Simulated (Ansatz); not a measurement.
# CsSnBr3 (Pm-3m) in Ansatz: reference runs

Reference runs on CsSnBr3: the cell as given.

Program: Ansatz 0.2.0. These are calculated values, not measurements. Logs are shortened: lines on timing, memory, paths and dates and some standing lists are left out, and cuts for length are marked.

## 1. Starting point

The structure is cubic, space group Pm-3m (No. 221). The conventional cell has a = 5.839 Å, b = 5.839 Å, c = 5.839 Å, α = 90.00°, β = 90.00°, γ = 90.00°. Cs (site symmetry m-3m) is surrounded by 12 Br at 4.13 Å. Sn (site symmetry m-3m) has 6 Br at 2.92 Å as nearest neighbours. Around Br (site symmetry 4/mmm) lie 2 Sn at 2.92 Å.

The cell is a database's computed one.

## 2. Single point, PBEsol

input.yaml

```yaml
crystal:
  lattice:
    - [5.83900561, 0.0, 0.0]
    - [0.0, 5.83900561, 0.0]
    - [0.0, 0.0, 5.83900561]
  atoms:
    - { symbol: Cs, position: [0.0, 0.0, 0.0] }
    - { symbol: Sn, position: [0.5, 0.5, 0.5] }
    - { symbol: Br, position: [0.0, 0.5, 0.5] }
    - { symbol: Br, position: [0.5, 0.5, 0.0] }
    - { symbol: Br, position: [0.5, 0.0, 0.5] }
kpoints:
  mp_grid: { grid: [5, 5, 5] }
scf:
  occupations: { method: fermi_dirac, width: 0.05 }
hamiltonian:
  xc: pbesol
  pseudopotentials: { kind: all_electron, lapw: { basis_error: 0.001 } }
output:
  forces: true
  stress: true
  eigenvalues: true
  populations: true
```

Potentials or basis: all-electron LAPW, scalar-relativistic.

Run with:

```bash
ansatz run input.yaml --threads 4 --pin off --max-ram 12288MiB --backend cpu --events-out ev --progress --plain --runs-dir out
```

Log:

```text
Warning: RAYON_NUM_THREADS=4 ignored (pool sized by the plan → 4); use --threads N
Cs: projections on atomic orbitals take those of the free atom 1s2 2s2 2p6 3s2 3p6 3d10 4s2 4p6 4d10 5s2 5p6 6s1, of charge +0.00 (hamiltonian.pseudopotentials.projection_atoms)
Sn: projections on atomic orbitals take those of the free atom 1s2 2s2 2p6 3s2 3p6 3d10 4s2 4p6 4d10 5s2 5p2, of charge +0.00 (hamiltonian.pseudopotentials.projection_atoms)
Br: projections on atomic orbitals take those of the free atom 1s2 2s2 2p6 3s2 3p6 3d10 4s2 4p5, of charge +0.00 (hamiltonian.pseudopotentials.projection_atoms)
LAPW: plane waves up to 7.282 Å⁻¹, error target 1.0e-3 eV per atom; small_component_spin mean_spin; Br in spheres of 1.380 Å, 25 of its electrons in bands, Dirac shells []; Sn in spheres of 1.540 Å, 22 of its electrons in bands, Dirac shells []; Cs in spheres of 1.540 Å, 27 of its electrons in bands, Dirac shells [] (how accurate: hamiltonian.pseudopotentials.lapw.basis_error, Limitations)
Engine: ansatz 0.2.0, x86_64-unknown-linux-gnu
Pseudopotentials: kind: all_electron
Pseudopotential: Cs, LAPW, valence charge 27, lapw/all_electron/scalar/gaussian/Cs, Koelling and Harmon's equation, gaussian nucleus
Pseudopotential: Sn, LAPW, valence charge 22, lapw/all_electron/scalar/gaussian/Sn, Koelling and Harmon's equation, gaussian nucleus
Pseudopotential: Br, LAPW, valence charge 25, lapw/all_electron/scalar/gaussian/Br, Koelling and Harmon's equation, gaussian nucleus
Functional definition: PBEsol
  exchange = pbesol_x
  correlation = pbesol_c
Crystal: 5 atoms, lattice volume = 199.075 Å³
Basis set: ecut = 202.05966308023855 eV, 1309 PW (Γ), exchange–correlation at level 2
Bands: 75, of which v1, the nominal top of the filled ones, is band 62 counted from 1 (61 counted from 0)
Symmetry: 48 space group operations
Space group: Pm-3m (ITA 221), of the structure as read, at distance tolerance 5.8e-5 Å
k-points: 10 of 125
Non-local potential: Cs, projectors of the file, none
Non-local potential: Sn, projectors of the file, none
Non-local potential: Br, projectors of the file, none
Initial density: superposition of atomic densities (chi_scale 0.1, normalization cell, long waves kept (reshape's long-wave potential 0.01 eV rms))
Initial wavefunctions: plane waves of lowest kinetic energy (no species holds an atomic orbital)
Functional: x = pbesol(κ = 0.804, μ = 0.12345679012345678), c = pbesol(β = 0.046)
iter 1 solved again at ethr=9.17e-4 eV; its pass at ethr=1.00e-1 eV (dr2=1.14e0 eV) is discarded
SCF iter   1: F=—  HF=-592457.532341 eV  |F-HF|=—  |Δ(HF+E_count)|=         —  Δρ=1.46e-2  dr2=1.13e0  ethr=9.17e-4  ⟨swp⟩=2.3  Hψ=4632  notcnv=0
preconditioner: auto → Resta (q_TF=auto, 2.521 Å⁻¹)  ε∞=2.2  [insulator: Δε(μ)=1.956 eV  Ē_g=15.681 eV  σ=0.050 eV  W_gap=1.00  n_scr=56 (ndim 8)  ℏωp=17.5 eV  f_vac=0.303  D(μ)=0.00/eV (n_scr^D=0)  ε∞_Penn≈2.2]
SCF iter   2: F=—  HF=-592457.111684 eV  |F-HF|=—  |Δ(HF+E_count)|=   4.21e-1  Δρ=5.54e-3  dr2=1.61e-1  ethr=9.15e-4  ⟨swp⟩=2.3  Hψ=2373  notcnv=0
SCF iter   3: F=—  HF=-592457.093735 eV  |F-HF|=—  |Δ(HF+E_count)|=   1.79e-2  Δρ=2.65e-3  dr2=3.64e-2  ethr=1.30e-4  ⟨swp⟩=2.0  Hψ=2369  notcnv=0
iter 4 solved again at ethr=8.98e-7 eV; its pass at ethr=2.93e-5 eV (dr2=1.11e-3 eV) is discarded
SCF iter   4: F=—  HF=-592457.099095 eV  |F-HF|=—  |Δ(HF+E_count)|=         —  Δρ=5.74e-4  dr2=1.11e-3  ethr=8.98e-7  ⟨swp⟩=2.0  Hψ=3871  notcnv=0
the basis was enlarged: its passes take 170.7 KiB over the memory plan, 4 of 4 planned eigensolver slots
SCF iter   5: F=—  HF=-592457.099258 eV  |F-HF|=—  |Δ(HF+E_count)|=   1.62e-4  Δρ=1.63e-4  dr2=1.19e-4  ethr=8.98e-7  ⟨swp⟩=3.0  Hψ=2378  notcnv=0
SCF iter   6: F=—  HF=-592457.099419 eV  |F-HF|=—  |Δ(HF+E_count)|=   1.61e-4  Δρ=4.65e-5  dr2=8.83e-6  ethr=9.58e-8  ⟨swp⟩=3.0  Hψ=2368  notcnv=0
SCF iter   7: F=—  HF=-592457.099440 eV  |F-HF|=—  |Δ(HF+E_count)|=   2.05e-5  Δρ=1.12e-5  dr2=4.20e-7  ethr=7.12e-9  ⟨swp⟩=3.0  Hψ=2370  notcnv=0
SCF iter   8: F=-592457.099440 eV  HF=-592457.099440 eV  |F-HF|=1.55e-7  |Δ(HF+E_count)|=   6.60e-7  Δρ=3.71e-6  dr2=4.37e-8  ethr=3.38e-10  ⟨swp⟩=3.0  Hψ=2370  notcnv=0
SCF 1 converged in 8 iterations: F = -592457.099440 eV  dr2 = 4.37e-8
SCF converged after 8 iterations
Free energy (F): -592457.099440 eV
Harris-Foulkes:  -592457.099440 eV  (|F-HF|=1.55e-7)
Internal energy: -592457.099440 eV  (E = F + TS)
E sigma→0 (E₀):  -592457.099440 eV
Fermi energy:    6.365439 eV
--- Per-component energies (eV) ---
  E_band       = -8780.828330
  E_kinetic    = 619795.491819
  E_xc         = -16967.991816
  E_electrostatic = -1195284.599443  (all electrons and nuclei)
  E_smearing   = -0.000000  (= −TS)
  E_closure    = 0.000000  (closes the sum)
  E_atoms      = -592440.373005  (free atoms, spherical and without spin; not in F)
  Σ components = -592457.099440   (vs F -592457.099440, Δ=0.00e0)
  Basis errors (estimates in eV, not in F): energy 4.6e-4 per atom: plane waves 4.4e-4 (2.4e-4 summed), levels above the bands 3.5e-63, relativity 2.7e-8, radial functions 1.5e-5, core shells 1.9e-9; eigenvalues (radial functions only) 8.5e-6; not estimated: angular momenta, meshes, grids; target (lapw.basis_error) 1.0e-3; muffin-tin radii Br 1.380 Å, Sn 1.540 Å, Cs 1.540 Å
--- Forces (eV/Å), atoms counted from 1 ---
  atom   1  Cs     0.00000000     0.00000000     0.00000000
  atom   2  Sn    -0.00000000     0.00000000     0.00000000
  atom   3  Br     0.00000000    -0.00000000     0.00000000
  atom   4  Br     0.00000000    -0.00000000     0.00000000
  atom   5  Br     0.00000000    -0.00000000     0.00000000
  max |Σ_I F_I| component: 7.86e-30 eV/Å
--- Stress (GPa, compression-positive) ---
       -0.892697       0.000000       0.000000
        0.000000      -0.892697       0.000000
        0.000000       0.000000      -0.892697
  P = ⅓ Tr σ = -0.8927 GPa (-8.927 kbar)
--- Band table (eV; the first three rows and the last of 10) ---
  k-point 0: bands = ["-225.7216", "-225.7216", "-225.7216", "-208.9351", "-161.4166", "-161.4166", "-161.4166", "-161.3075", "-161.3075", "-161.3075", "-161.3075", "-161.3075", "-161.3075", "-149.5602", "-149.5602", "-149.5602", "-123.5291", "-79.3646", "-79.3646", "-79.3646", "-63.2212", "-63.2212", "-63.2210", "-63.2210", "-63.2210", "-54.9253", "-54.9253", "-54.9253", "-54.8964", "-54.8964", "-54.8964", "-54.8963", "-54.8963", "-54.8963", "-54.8140", "-54.8140", "-54.8140", "-54.8138", "-54.8138", "-54.8137", "-15.8186", "-15.6958", "-15.6958", "-15.6659", "-15.6659", "-15.6659", "-9.2363", "-8.7089", "-8.7089", "-2.5957", "-2.5957", "-2.5957", "0.1033", "1.1481", "1.1481", "1.1481", "3.4056", "3.4056", "3.4056", "3.5374", "3.5374", "3.5374", "8.5298", "9.6238", "9.6238", "10.2593", "10.2593", "10.2593", "11.2765", "11.2765", "11.2765", "13.0006", "13.0006", "13.0006", "15.3502"]
  k-point 1: bands = ["-225.7216", "-225.7216", "-225.7216", "-208.9351", "-161.4166", "-161.4166", "-161.4166", "-161.3075", "-161.3075", "-161.3075", "-161.3075", "-161.3075", "-161.3075", "-149.5602", "-149.5602", "-149.5602", "-123.5291", "-79.3646", "-79.3646", "-79.3646", "-63.2212", "-63.2212", "-63.2210", "-63.2210", "-63.2210", "-54.9253", "-54.9253", "-54.9253", "-54.8964", "-54.8963", "-54.8963", "-54.8963", "-54.8963", "-54.8963", "-54.8140", "-54.8140", "-54.8140", "-54.8138", "-54.8137", "-54.8137", "-15.8182", "-15.6958", "-15.6937", "-15.6659", "-15.6659", "-15.6659", "-9.1984", "-8.7581", "-8.7082", "-2.5908", "-2.5907", "-2.5907", "-0.4692", "1.1790", "1.1790", "1.9982", "3.3510", "3.3510", "3.3563", "3.4889", "3.4889", "3.5694", "8.9243", "9.8495", "9.9320", "10.0930", "10.4053", "10.4853", "10.4853", "11.2733", "11.2733", "12.4863", "13.1884", "13.1884", "14.2451"]
  k-point 2: bands = ["-225.7216", "-225.7216", "-225.7216", "-208.9351", "-161.4166", "-161.4166", "-161.4166", "-161.3075", "-161.3075", "-161.3075", "-161.3075", "-161.3075", "-161.3075", "-149.5602", "-149.5602", "-149.5602", "-123.5291", "-79.3646", "-79.3646", "-79.3646", "-63.2212", "-63.2212", "-63.2210", "-63.2210", "-63.2210", "-54.9253", "-54.9253", "-54.9253", "-54.8964", "-54.8963", "-54.8963", "-54.8963", "-54.8963", "-54.8963", "-54.8140", "-54.8140", "-54.8140", "-54.8138", "-54.8137", "-54.8137", "-15.8175", "-15.6958", "-15.6903", "-15.6661", "-15.6661", "-15.6659", "-9.1075", "-8.8672", "-8.7071", "-2.5833", "-2.5826", "-2.5826", "-0.9337", "1.2324", "1.2324", "2.6681", "3.2452", "3.2452", "3.2802", "3.4281", "3.4281", "4.1688", "8.2066", "9.8013", "10.4390", "10.5538", "10.6878", "10.6878", "10.8106", "11.6654", "11.7751", "11.7751", "12.6590", "12.8445", "12.8445"]
  k-point 9: bands = ["-225.7216", "-225.7216", "-225.7216", "-208.9351", "-161.4166", "-161.4166", "-161.4166", "-161.3075", "-161.3075", "-161.3075", "-161.3075", "-161.3075", "-161.3075", "-149.5602", "-149.5602", "-149.5602", "-123.5291", "-79.3646", "-79.3646", "-79.3646", "-63.2212", "-63.2212", "-63.2210", "-63.2210", "-63.2210", "-54.9253", "-54.9253", "-54.9253", "-54.8963", "-54.8963", "-54.8963", "-54.8963", "-54.8963", "-54.8963", "-54.8140", "-54.8140", "-54.8140", "-54.8137", "-54.8137", "-54.8137", "-15.8158", "-15.6874", "-15.6874", "-15.6663", "-15.6663", "-15.6662", "-8.9298", "-8.8758", "-8.8758", "-2.6272", "-2.6272", "-2.6175", "-2.2661", "2.6013", "2.6636", "2.6636", "2.8627", "2.8627", "3.8096", "3.8096", "3.8565", "5.4667", "7.2992", "7.2992", "7.7317", "10.2013", "10.8308", "10.8308", "10.8442", "11.8891", "11.8891", "13.1458", "13.3856", "13.3856", "13.7988"]
--- Löwdin populations: 5 sites ---
  site symbol       q [e]
     0     Cs     54.2115
     1     Sn     49.5489
     2     Br     35.3682
     3     Br     35.3682
     4     Br     35.3682
  spilling = 0.000643 (of n_electrons = 210.000000)
```

Run time: 6.1 s. Hardware: 4 threads of AMD EPYC 7R13 (Zen 3), shared host; peak memory 0.6 GiB.

What came out:

```yaml
Free_energy: -592457.0994 eV
Pressure: -0.9 GPa
Band_gap_on_the_k_mesh: 1.83 eV, direct
Loewdin_charges: Cs +0.79; Sn +0.45; Br -0.37 e
```

Levels at points of the mesh, in eV from the valence-band top:
```tsv
k point	band 60	band 61	band 62	band 63	band 64	band 65
(0.00, 0.00, 0.00)	-1.93	-1.93	-1.93	3.06	4.16	4.16
```

Caveat: spin-orbit coupling is left out, which moves the levels of the heavy elements; an odd mesh through Γ misses points on the zone boundary, where band edges often lie.

## 3. Against experiment

Step 2. The gap isn't set beside the measured one, since this odd mesh misses points on the zone boundary.
